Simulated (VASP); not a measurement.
## KI: single point with r2SCAN

**What was measured.**

A printed reference work, monograph reports, for a bulk crystal of KI: band gap 6.32 eV.

The system is KI.

```
K I
1.0
     0.00000    3.54457    3.54457
     3.54457    0.00000    3.54457
     3.54457    3.54457    0.00000
K I
1 1
Direct
  0.00000 0.00000 0.00000
  0.50000 0.50000 0.50000
```

```yaml
Program: VASP 6.6.1
Task: single point
Functional: r2SCAN
Potentials_or_basis: VASP PAW PBE potentials, release 64 (K_sv, I)
Cutoff: 520 eV
k_mesh: 4 × 4 × 4
Occupations: methfessel-paxton, width 0.5 eV
Spin: no spin polarisation
```

```
Pressure               : -0.1 GPa
Band gap on the k mesh : 4.59 eV
```

Levels at points of the mesh, in eV from the valence-band top:
```csv
k point,band 5,band 6,band 7,band 8,band 9,band 10,band 11,band 12
"(0.00, 0.00, 0.00)",-10.80,0.00,0.00,0.00,4.59,7.06,7.06,7.06
"(0.50, 0.00, 0.00)",-10.52,-1.30,-0.33,-0.33,6.02,8.31,8.75,8.75
"(0.50, 0.50, 0.00)",-10.65,-1.00,-0.37,-0.37,5.40,6.48,8.83,9.40
```

Wall time 120 s on 1 thread of Intel Xeon 8259CL, with other jobs on the host, peak memory 0.26 GiB.

A measured gap of KI is 6.32 eV (a printed reference work, monograph); the calculated 4.59 eV misses it by -1.73 eV. Spin-orbit coupling on I is left out. The value is that of r2SCAN, without temperature or zero-point motion.

Caveat: the PAW data sets were made with another functional, which shifts forces and pressure a little; spin-orbit coupling is left out, which moves the levels of the heavy elements.
